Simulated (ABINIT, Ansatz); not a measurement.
# SrO (Fm-3m): third-order response, part 2 of 2

Wanted: vibrational spectra of SrO (Fm-3m) from linear and non-linear response.

ABINIT 10.8.3; DFT LDA, scalar-relativistic, plane waves, PseudoDojo norm-conserving pseudopotentials.

So far. Step 3 (Ground state): The cell stands at -0.58 GPa: the relaxation ran with a smoothed and higher cutoff and on another k mesh. Step 5 (Zone-centre response): The acoustic modes at Γ come out as far as 2.2 cm⁻¹ from zero, where they should vanish, a small numerical error; the Born charges miss their sum rule by 1.7e-4 e, which is good. The relaxed cell has a = 5.061 Å (conventional setting).

The database entry behind the starting cell differs from later determinations by our own check (about 0.5 % short), so it need not match the best structure at ambient conditions.

**6. Zone-centre analysis**

anaddb reads the merged derivatives, imposes the acoustic sum rule and charge neutrality, and adds the LO-TO term along chosen directions.

anaddb.abi reads:

```
ddb_filepath "gamma_DDB"
output_file "anaddb.abo"
outdata_prefix "anaddb"
asr 1
chneut 1
enunit 2
eivec 1
nph1l 1
qph1l 0.0 0.0 0.0 1.0
dieflag 1
nph2l 3
qph2l 
    1.0 0.0 0.0 0.0
    0.0 0.0 1.0 0.0
    1.0 1.0 1.0 0.0
nlflag 1
ramansr 1
alphon 1
prtmbm 1
```

mrgddb.in reads:

```
gamma_DDB
merged
3
dfpt_gammao_DS2_DDB
dfpt_gammao_DS3_DDB
gso_DDB
```

Command:

```console
mrgddb < mrgddb.in > mrgddb.log
OMP_NUM_THREADS=1 anaddb anaddb.abi > anaddb.log
```

anaddb.abo, the main output file:

```text
[banners, grids, parts of the stress and lines that vanish by symmetry left out]
-outvars_anaddb: echo values of input variables ----------------------

 Flags :
[...]
Dielectric Tensor and Effective Charges
[...]
Effective charge tensors after
[...]
1          1       -0.000000000       -0.000000000       -0.000000000
[...]
1          2       -0.000000000       -0.000000000       -0.000000000
[...]
1          3       -0.000000000       -0.000000000       -0.000000000
[...]
2          1       -0.000000000       -0.000000000       -0.000000000
[...]
2          2       -0.000000000       -0.000000000       -0.000000000
[...]
2          3       -0.000000000       -0.000000000       -0.000000000
[...]
Phonon wavevector (reduced coordinates) :  0.00000  0.00000  0.00000
 Phonon energies in Hartree :
[...]
Phonon energies in meV     :
-  0.000000E+00  0.000000E+00  0.000000E+00  2.690856E+01  2.690856E+01
-  2.690856E+01
 Phonon frequencies in cm-1    :
-  0.000000E+00  0.000000E+00  0.000000E+00  2.170322E+02  2.170322E+02
-  2.170322E+02
 Phonon frequencies in Thz     :
-  0.000000E+00  0.000000E+00  0.000000E+00  6.506461E+00  6.506461E+00
-  6.506461E+00
 Phonon energies in Kelvin  :
-  0.000000E+00  0.000000E+00  0.000000E+00  3.122609E+02  3.122609E+02
-  3.122609E+02
[...]
-  1  0.00000000E+00  0.00000000E+00 -2.30090891E-03
-     0.00000000E+00  0.00000000E+00  0.00000000E+00
-  2  0.00000000E+00  0.00000000E+00 -2.30090844E-03
-     0.00000000E+00  0.00000000E+00  0.00000000E+00
[...]
-  1  0.00000000E+00  2.30090891E-03  0.00000000E+00
-     0.00000000E+00  0.00000000E+00  0.00000000E+00
-  2  0.00000000E+00  2.30090844E-03  0.00000000E+00
-     0.00000000E+00  0.00000000E+00  0.00000000E+00
[...]
-  1  2.30090891E-03  0.00000000E+00  0.00000000E+00
-     0.00000000E+00  0.00000000E+00  0.00000000E+00
-  2  2.30090844E-03  0.00000000E+00  0.00000000E+00
-     0.00000000E+00  0.00000000E+00  0.00000000E+00
[...]
-  1  0.00000000E+00  0.00000000E+00 -9.83217412E-04
-     0.00000000E+00  0.00000000E+00  0.00000000E+00
-  2  0.00000000E+00  0.00000000E+00  5.38454737E-03
-     0.00000000E+00  0.00000000E+00  0.00000000E+00
[...]
-  1  0.00000000E+00  9.83217408E-04  0.00000000E+00
-     0.00000000E+00  0.00000000E+00  0.00000000E+00
-  2 -5.44172418E-07 -5.38454735E-03  0.00000000E+00
-     0.00000000E+00  0.00000000E+00  0.00000000E+00
[...]
-  1  9.83217407E-04  0.00000000E+00  0.00000000E+00
-     0.00000000E+00  0.00000000E+00  0.00000000E+00
-  2 -5.38454735E-03  5.44172454E-07  0.00000000E+00
-     0.00000000E+00  0.00000000E+00  0.00000000E+00
[...]
-     1          0.000000    -0.000000    -0.000000     0.000000
-     2         -0.000000     0.000000     0.000000     0.000000
-     3          0.000000    -0.000000    -0.000000     0.000000
-     4          0.000000    -0.000000    -2.879797     2.879797
-     5         -0.000000     2.879797     0.000000     2.879797
-     6          2.879797    -0.000000     0.000000     2.879797
[...]
-   1     Real    0.0000E+00  0.0000E+00  0.0000E+00  0.0000E+00  0.0000E+00  0.0000E+00  0.0000E+00
[...]
-   2     Real    0.0000E+00  0.0000E+00  0.0000E+00  0.0000E+00  0.0000E+00  0.0000E+00  0.0000E+00
[...]
-   3     Real    0.0000E+00  0.0000E+00  0.0000E+00  0.0000E+00  0.0000E+00  0.0000E+00  0.0000E+00
[...]
-   4     Real    0.0000E+00  0.0000E+00  2.4847E-04  0.0000E+00  0.0000E+00  0.0000E+00  2.4847E-04
[...]
-   5     Real    0.0000E+00  2.4847E-04  0.0000E+00  0.0000E+00  0.0000E+00  0.0000E+00  2.4847E-04
[...]
-   6     Real    2.4847E-04  0.0000E+00  0.0000E+00  0.0000E+00  0.0000E+00  0.0000E+00  2.4847E-04
[...]
-         0.000000000       0.000000000       0.000000000
-         0.000000000       0.000000000       0.000000000
[...]
Phonon at Gamma, with non-analyticity in the
[...]
Phonon energies in Hartree :
[...]
Phonon energies in meV     :
-  0.000000E+00  0.000000E+00  0.000000E+00  2.690856E+01  2.690856E+01
-  5.885020E+01
 Phonon frequencies in cm-1    :
-  0.000000E+00  0.000000E+00  0.000000E+00  2.170322E+02  2.170322E+02
-  4.746589E+02
 Phonon frequencies in Thz     :
-  0.000000E+00  0.000000E+00  0.000000E+00  6.506461E+00  6.506461E+00
-  1.422992E+01
 Phonon energies in Kelvin  :
-  0.000000E+00  0.000000E+00  0.000000E+00  3.122609E+02  3.122609E+02
-  6.829282E+02
[...]
-  1  0.00000000E+00  0.00000000E+00 -2.30090891E-03
[...]
-  2  0.00000000E+00  0.00000000E+00 -2.30090844E-03
[...]
Phonon at Gamma, with non-analyticity in the
[...]
Phonon energies in Hartree :
[...]
Phonon energies in meV     :
-  0.000000E+00  0.000000E+00  0.000000E+00  2.690856E+01  2.690856E+01
-  5.885020E+01
 Phonon frequencies in cm-1    :
-  0.000000E+00  0.000000E+00  0.000000E+00  2.170322E+02  2.170322E+02
-  4.746589E+02
 Phonon frequencies in Thz     :
-  0.000000E+00  0.000000E+00  0.000000E+00  6.506461E+00  6.506461E+00
-  1.422992E+01
 Phonon energies in Kelvin  :
-  0.000000E+00  0.000000E+00  0.000000E+00  3.122609E+02  3.122609E+02
-  6.829282E+02
[...]
Phonon at Gamma, with non-analyticity in the
[...]
Phonon energies in Hartree :
[...]
Phonon energies in meV     :
-  0.000000E+00  0.000000E+00  0.000000E+00  2.690856E+01  2.690856E+01
-  5.885020E+01
 Phonon frequencies in cm-1    :
-  0.000000E+00  0.000000E+00  0.000000E+00  2.170322E+02  2.170322E+02
-  4.746589E+02
 Phonon frequencies in Thz     :
-  0.000000E+00  0.000000E+00  0.000000E+00  6.506461E+00  6.506461E+00
-  1.422992E+01
 Phonon energies in Kelvin  :
-  0.000000E+00  0.000000E+00  0.000000E+00  3.122609E+02  3.122609E+02
-  6.829282E+02
[...]
-  1  5.89900136E-07 -2.30090809E-03 -1.83293724E-06
[...]
-  2  5.89776100E-07 -2.30090774E-03 -1.83306078E-06
[...]
-  1  2.30090878E-03  5.89527267E-07  4.20232520E-07
[...]
-  2  2.30090843E-03  5.89651050E-07  4.20356338E-07
[...]
-  1  1.38067981E-04  6.15846411E-04 -7.53914392E-04
[...]
-  2 -7.56123289E-04 -3.37265607E-03  4.12877936E-03
[...]
-  1  7.90831769E-04 -5.14986263E-04 -2.75845506E-04
[...]
-  2 -4.33095577E-03  2.82029986E-03  1.51065591E-03
[...]
-         0.000000000       0.000000000       0.000000000
-         0.000000000       0.000000000       0.000000000
[...]
-         0.000000000       0.000000000       0.000000000
-         0.000000000       0.000000000       0.000000000
-         0.000000000       0.000000000       0.000000000
[...]
-         0.000000000       0.000000000       0.000000000
-         0.000000000       0.000000000       0.000000000
-         0.000000000       0.000000000       0.000000000
[...]
Direction                     Dielectric constant
[...]
0.00000   0.00000   1.00000     18.45954792
   1.00000   1.00000   1.00000     18.45954792
-
```

It took 1.3 s on 1 thread of Intel Xeon at 2.70GHz, shared host.

Numbers from this step:

| Item | Value |
| --- | --- |
| highest optical zone-centre mode (no LO-TO term) | 217.0 cm⁻¹ |
| lowest optical zone-centre mode | 217.0 cm⁻¹ |
| mean static dielectric constant | 18.46 |
| highest mode moved by the LO-TO term | 474.7 cm⁻¹ |

No LO-TO term; unit eigenvectors of the mass-weighted matrix, from anaddb's displacements. The modes at Γ (shares of kinetic energy by element, %):

```
mode  frequency (cm⁻¹)  symmetry  Sr %  O %
   1               0.0  acoustic    85   15
   2               0.0  acoustic    85   15
   3               0.0  acoustic    85   15
   4             217.0       T1u    15   85
   5             217.0       T1u    15   85
   6             217.0       T1u    15   85
```

Displacements in mode 4 (217.0 cm⁻¹), the largest set to 1:
```
Sr1  0.00  0.00 -0.18
O2   0.00  0.00  1.00
```

Trace of the oscillator strength, degenerate modes summed. Infrared lines, with heights relative to the strongest:

```csv
position (cm⁻¹),lines merged,"IR intensity, relative"
217,3,100
```

Static dielectric tensor (ions relaxed, fixed cell):

```
18.46  0.00  0.00
 0.00 18.46  0.00
 0.00  0.00 18.46
```

The rule moves no optical mode by more than 0.1 cm⁻¹.

**7. The same in Ansatz**

The same cell, potentials and cutoff go through another code, on another k mesh. Its k mesh is centred on Γ.

This step: DFT LDA, scalar-relativistic, plane waves, PseudoDojo norm-conserving pseudopotentials (Ansatz 0.2.0).

input.yaml reads:

```yaml
crystal:
  lattice:
    - [0.0, 2.5304813747, 2.5304813747]
    - [2.5304813747, 0.0, 2.5304813747]
    - [2.5304813747, 2.5304813747, 0.0]
  atoms:
    - { symbol: Sr, position: [0.5, 0.5, 0.5] }
    - { symbol: O, position: [0.0, 0.0, 0.0] }
kpoints:
  mp_grid: { grid: [8, 8, 8] }
hamiltonian:
  xc: lda
  pseudopotentials: { kind: nc, accuracy: standard }
scf:
  occupations: { method: fixed }
output:
  eigenvalues: true
basis:
  ecutwfc: 979.61
phonons:
  method: dfpt
  dielectric: true
  rigid_motions: translations
  raman: true
```

Command:

```console
ansatz run input.yaml --threads 4 --pin off --max-ram 8192MiB --backend cpu --events-out ev --progress --plain --runs-dir out
```

The program printed:

```text
Warning: basis.ecutwfc = 979.61 eV is below the records' recommended 1142.878222 eV, and the density's cutoff is lower with it unless basis.ecutrho_ratio is high enough to keep the records' density cutoff: compare with a run at a higher cutoff
Engine: ansatz 0.2.0, x86_64-unknown-linux-gnu
Pseudopotentials: kind: nc
Pseudopotential: Sr, nc, valence charge 10, recommended cutoff 925.187132 eV (normal), Sr.nc.azcp (PseudoDojo's, or run here from an input of PseudoDojo's; its table is named by hamiltonian.pseudopotentials.accuracy)
Pseudopotential: O, nc, valence charge 6, recommended cutoff 1142.878222 eV (normal), O.nc.azcp (PseudoDojo's, or run here from an input of PseudoDojo's; its table is named by hamiltonian.pseudopotentials.accuracy)
Functional definition: SPW92
  exchange = slater_x
  correlation = pw_c
Crystal: 2 atoms, lattice volume = 32.407 Å³
Basis set: ecut = 979.61 eV, 2229 PW (Γ), exchange–correlation on 80×80×80 points (8 copies of the dense FFT grid, shifted against one another)
Bands: 12, of which v1, the nominal top of the filled ones, is band 8 counted from 1 (7 counted from 0)
Symmetry: 48 space group operations
k-points: 59 of 512 (irreducible under 8 space group operations, time reversal used)
Non-local potential: Sr, projectors of the file, l = 0: 2, l = 1: 2, l = 2: 2
Non-local potential: O, projectors of the file, l = 0: 2, l = 1: 2, l = 2: 1
Initial density: superposition of atomic densities (chi_scale 0.1, normalization cell, long waves kept (reshape's long-wave potential 0.00 eV rms))
Initial wavefunctions: pseudopotential atomic-orbital guess
Functional: x = slater, c = lda
SCF iter   1: F=—  HF=-1385.865764 eV  |F-HF|=—  |Δ(HF+E_count)|=         —  Δρ=8.53e-2  dr2=1.97e0  ethr=3.10e-3  ⟨swp⟩=5.6  Hψ=4322  notcnv=0  defer=107
preconditioner: auto → none  [insulator: Δε(μ)=2.063 eV  Ē_g=16.050 eV  n_scr=8 (ndim 8)  ℏωp=24.4 eV  f_vac=0.000  ε∞_Penn≈3.3]
SCF iter   2: F=—  HF=-1385.672335 eV  |F-HF|=—  |Δ(HF+E_count)|=   1.93e-1  Δρ=6.61e-2  dr2=1.44e0  ethr=3.10e-3  ⟨swp⟩=3.0  Hψ=1896  notcnv=0  defer=109
SCF iter   3: F=—  HF=-1385.345187 eV  |F-HF|=—  |Δ(HF+E_count)|=   3.27e-1  Δρ=1.51e-2  dr2=5.96e-2  ethr=3.10e-3  ⟨swp⟩=2.6  Hψ=1159  notcnv=0  defer=116
SCF iter   4: F=—  HF=-1385.334103 eV  |F-HF|=—  |Δ(HF+E_count)|=   1.11e-2  Δρ=2.73e-3  dr2=1.43e-3  ethr=3.72e-4  ⟨swp⟩=2.6  Hψ=1263  notcnv=0  defer=116
SCF iter   5: F=—  HF=-1385.334107 eV  |F-HF|=—  |Δ(HF+E_count)|=   4.64e-6  Δρ=4.65e-4  dr2=3.47e-5  ethr=8.92e-6  ⟨swp⟩=2.3  Hψ=1145  notcnv=0  defer=116
SCF iter   6: F=—  HF=-1385.334113 eV  |F-HF|=—  |Δ(HF+E_count)|=   5.64e-6  Δρ=5.97e-5  dr2=5.31e-7  ethr=2.17e-7  ⟨swp⟩=2.2  Hψ=1038  notcnv=0  defer=96
SCF iter   7: F=—  HF=-1385.334110 eV  |F-HF|=—  |Δ(HF+E_count)|=   3.02e-6  Δρ=6.89e-6  dr2=1.31e-8  ethr=3.32e-9  ⟨swp⟩=2.6  Hψ=1121  notcnv=0  defer=43
SCF iter   8: F=-1385.334110 eV  HF=-1385.334110 eV  |F-HF|=1.55e-11  |Δ(HF+E_count)|=   1.81e-9  Δρ=6.66e-7  dr2=4.28e-11  ethr=1.00e-12  ⟨swp⟩=10.2  Hψ=6492  notcnv=0
SCF 1 converged in 8 iterations: F = -1385.334110 eV  dr2 = 4.28e-11
DFPT response loops at Γ: preconditioner auto → none (the input reference at scf.mixing.eps_inf says where Resta's filter doesn't serve); β = 0.50; Broyden in place of MSR1
── the response to a field inside a basis, on 8×8×8 k-points: an SCF that follows is theirs, and a resumed run solves both again ──
Bands: 9, of which v1, the nominal top of the filled ones, is band 8 counted from 1 (7 counted from 0)
k-points: 60 of 512 (irreducible under 12 space group operations)
Initial density: handed on by an earlier stage of this run
Initial wavefunctions: pseudopotential atomic-orbital guess (no wavefunctions were taken with the density)
Eigensolver: Dense (60 Hₖ)
SCF iter   1: F=—  HF=-1385.336276 eV  |F-HF|=—  |Δ(HF+E_count)|=         —  Δρ=6.56e-4  dr2=1.28e-5  ethr=1.00e-1
preconditioner: auto → none  [insulator: Δε(μ)=3.328 eV  Ē_g=13.806 eV  n_scr=8 (ndim 8)  ℏωp=24.4 eV  f_vac=0.000  ε∞_Penn≈4.1]
SCF iter   2: F=—  HF=-1385.336279 eV  |F-HF|=—  |Δ(HF+E_count)|=   3.26e-6  Δρ=3.46e-4  dr2=6.33e-6  ethr=8.02e-8
SCF iter   3: F=—  HF=-1385.336280 eV  |F-HF|=—  |Δ(HF+E_count)|=   4.78e-7  Δρ=1.91e-4  dr2=2.46e-6  ethr=3.96e-8
SCF iter   4: F=—  HF=-1385.336280 eV  |F-HF|=—  |Δ(HF+E_count)|=  1.98e-10  Δρ=1.33e-5  dr2=7.70e-9  ethr=1.54e-8
SCF iter   5: F=-1385.336280 eV  HF=-1385.336280 eV  |F-HF|=3.64e-12  |Δ(HF+E_count)|=  6.27e-10  Δρ=1.05e-6  dr2=5.87e-11  ethr=4.81e-11
SCF 1 converged in 5 iterations: F = -1385.336280 eV  dr2 = 5.87e-11
DFPT response loops at Γ: mixed as the last ones told, above
DFPT response loops at Γ: mixed as the last ones told, above
SCF converged after 8 iterations
Free energy (F): -1385.334110 eV
Harris-Foulkes:  -1385.334110 eV  (|F-HF|=1.55e-11)
Internal energy: -1385.334110 eV  (E = F + TS)
E sigma→0 (E₀):  -1385.334110 eV
Fermi energy:    8.155098 eV
--- Per-component energies (eV) ---
  E_band       = -51.193164
  E_kinetic    = 553.145981
  E_local      = -811.373361  (includes V_loc(G=0)·N_el)
  E_nonlocal   = 70.001967
  E_hartree    = 217.639826
  E_xc         = -341.653794
  E_vxc        = -298.247372  (∫ρ·V_xc dr)
  E_ewald      = -1073.094728
  E_smearing   = -0.000000  (= −TS)
  E_closure    = -0.000000  (closes the sum)
  Σ components = -1385.334110   (vs F -1385.334110, Δ=0.00e0)
--- Band table (eV; the first three rows and the last of 59) ---
  k-point 0: bands = [... 4 lower, -5.3846, 8.1551, 8.1551, 8.1551, 12.3272, 14.4341, 14.4341, 14.4341]
  k-point 1: bands = [... 4 lower, -5.0328, 7.6771, 7.9420, 7.9420, 13.0501, 14.2563, 14.7581, 14.7581]
  k-point 2: bands = [... 4 lower, -4.5301, 6.8024, 7.4842, 7.4842, 14.2014, 14.6113, 15.6445, 15.6445]
  k-point 58: bands = [... 4 lower, -4.7435, 6.9546, 7.7912, 7.7912, 14.2152, 14.2152, 17.2030, 19.7981]
--- Phonons (Γ-DFPT): 2 representative perturbations + reference, on 59 of 512 k-points (Σ response iterations 6) ---
  k mesh reduced under 8 symmetry operations, with k and −k counted as one. Each operation leaves every solved perturbation unchanged. A smaller set is not considered because the run solves the response to a homogeneous field
  ASR residual: 9.260e-4 → 0.000e0 eV/Å²; symmetrization residual: 6.880e-7 eV/Å²
  ASR residual per site (eV/Å²): 9.26e-4 1.99e-4
  Γ frequencies (cm⁻¹): 0.00 0.00 0.00 216.98 216.98 216.98
  ε∞ (high-frequency dielectric tensor):
        3.860991     0.000000    -0.000000
        0.000000     3.860991     0.000000
       -0.000000     0.000000     3.860991
  ε⁰ (static dielectric tensor: ions relaxed, cell fixed):
       18.466286    -0.000000    -0.000000
       -0.000000    18.466286    -0.000000
       -0.000000    -0.000000    18.466286
  ε⁰ − ε∞ (ionic part):
       14.605295    -0.000000    -0.000000
       -0.000000    14.605295    -0.000000
       -0.000000    -0.000000    14.605295
  softest optical mode at Γ: 216.98 cm⁻¹; the repairs (sum rule, projections) moved no ω² at Γ by more than (1.86 cm⁻¹)²
  Born effective charges Z* (e; rows j = field, columns β = displacement):
    site 0:
         2.47519    0.00000   -0.00000
        -0.00000    2.47519   -0.00000
        -0.00000   -0.00000    2.47519
    site 1:
        -2.47519   -0.00000    0.00000
         0.00000   -2.47519    0.00000
         0.00000    0.00000   -2.47519
  Z* charge neutrality: 6.583e-4 e pre-enforcement
  solved inside a basis spanned on kpoints, on 8×8×8 k-points: ε∞ is read to err by 9.2e-3, Z* by 1.1e-2 e (field_mesh: kpoints solves on kpoints); Z* is corrected for what the basis lacks
  Raman tensors (in the event stream and the table raman_tensors.tsv): an entry may err by 5.3e-4 Å², one of the second-order susceptibility by 4.9e-20 pm/V (basis, points and sum rule); their sum over the sites missed zero by 9.388e-21 Å² ahead of its enforcement
  optical modes at Γ without the LO–TO term, one row a degenerate level:
      ω (cm⁻¹)  modes    IR ((D/Å)²/amu)  static Raman (Å⁴/amu)  depolarisation
        216.98      3            31.3432                 0.0000               —
  optical modes at Γ + LO–TO along q̂ = [1.0000, 0.0000, 0.0000]:
      ω (cm⁻¹)  modes    IR ((D/Å)²/amu)  static Raman (Å⁴/amu)  depolarisation
        216.98      2            20.8955                 0.0000               —
        474.52      1            10.4477                 0.0000               —
  optical modes at Γ + LO–TO along q̂ = [0.0000, 1.0000, 0.0000]:
      ω (cm⁻¹)  modes    IR ((D/Å)²/amu)  static Raman (Å⁴/amu)  depolarisation
        216.98      2            20.8955                 0.0000               —
        474.52      1            10.4477                 0.0000               —
  optical modes at Γ + LO–TO along q̂ = [0.0000, 0.0000, 1.0000]:
      ω (cm⁻¹)  modes    IR ((D/Å)²/amu)  static Raman (Å⁴/amu)  depolarisation
        216.98      2            20.8955                 0.0000               —
        474.52      1            10.4477                 0.0000               —
```

The job ended after 49 s (4 threads; peak memory 0.83 GiB).

Numbers from this step:

| Item | Value |
| --- | --- |
| gap on the k-mesh | 3.132 eV |
| sum-rule residual before enforcement | 9.26e-4 eV/Å² |
| miss of the charge sum rule | 6.58e-4 e |
| estimated error of the dielectric tensor | 0.009223 |
| estimated error of the Born charges | 0.01089 e |
| mean high-frequency dielectric constant | 3.861 |
| mean static dielectric constant | 18.47 |
| highest mode moved by the LO-TO term | 474.5 cm⁻¹ |

Transverse modes. Infrared lines, with heights relative to the strongest:

```csv
position (cm⁻¹),label,"IR intensity ((D/Å)²/amu), degenerate modes summed, relative"
217,T1u,100
```

**8. The two compared: ABINIT PseudoDojo and Ansatz, PseudoDojo**

Worked out from the results:

| Property | Result |
| --- | --- |
| root-mean-square difference | 0.05 cm⁻¹ |
| largest difference | 0.05 cm⁻¹ |

Frequencies side by side, by row:

```csv
q (reciprocal lattice),mode,ABINIT PseudoDojo (cm⁻¹),"Ansatz, PseudoDojo (cm⁻¹)"
0 0 0,1,0,0
0 0 0,2,0,0
0 0 0,3,0,0
0 0 0,4,217,217
0 0 0,5,217,217
0 0 0,6,217,217
```

The two runs side by side. Further quantities:

```
                                                                               quantity  ABINIT PseudoDojo  Ansatz, PseudoDojo
                                                                                mean ε∞              3.859               3.861
largest Born charge in size (e; the first before, the second after the charge sum rule)              2.475               2.475
                                                       summed IR intensity ((D/Å)²/amu)              31.35               31.34
                                                         summed Raman activity (Å⁴/amu)                  0                   0
```

At the zone centre the largest difference (acoustic modes at Γ apart) is 0.02 % of the highest mode.

**9. Results**

```
space group after relaxation                                           : Fm-3m
volume per atom                                                        : 16.2 Å³
highest optical zone-centre mode (no LO-TO term)                       : 217.0 cm⁻¹
highest mode moved by the LO-TO term                                   : 474.7 cm⁻¹
mean high-frequency dielectric constant                                : 3.86
largest Born charge in size (third of the trace)                       : 2.48 e
mean static dielectric constant                                        : 18.5
imaginary optical modes at the zone centre (no q mesh in this session) : none
largest difference from Ansatz, PseudoDojo                             : 0.05 cm⁻¹
```

In words: No mode is Raman active in this structure; the strongest infrared line lies at 217 cm⁻¹. At the LDA level the optical modes of SrO (Fm-3m) at the zone centre (no LO-TO term) lie at 217 cm⁻¹. The base run prints -0.58 GPa, mostly the error of a finite basis; the relaxation, with a smoothed and higher cutoff, had brought the cell to rest. Along the directions run, the highest mode that the macroscopic field moves lies at 475 cm⁻¹. Lattice motion raises the mean dielectric constant from 3.859 to 18.46. The Born charge of Sr is 2.475 e against a formal charge of +2, somewhat above it. The Lyddane-Sachs-Teller relation holds: (ωLO/ωTO)² is 4.78 and ε₀/ε∞ is 4.78. ABINIT PseudoDojo and Ansatz, PseudoDojo agree to 0.05 cm⁻¹ (0.02 % of the highest mode compared) on all solved modes but the acoustic ones at Γ, without the LO-TO term. These are harmonic frequencies at zero temperature: anharmonic shifts and linewidths and thermal expansion are left out. Ansatz warns that the cutoff lies 14 % under the one recommended for these files; agreement at one cutoff is not convergence.

[Host names and launcher messages were left out of these logs when they were recorded.]

[Logs are printed without paths, hosts, clocks, repeated set-up lines and the standing remarks that a program may print on its own settings, such as how far it seeks lower states.]

[Hosts, paths, dates, database ids (printed as entryN), source tags and the programs' standing remarks are cut or masked in the printed files.]
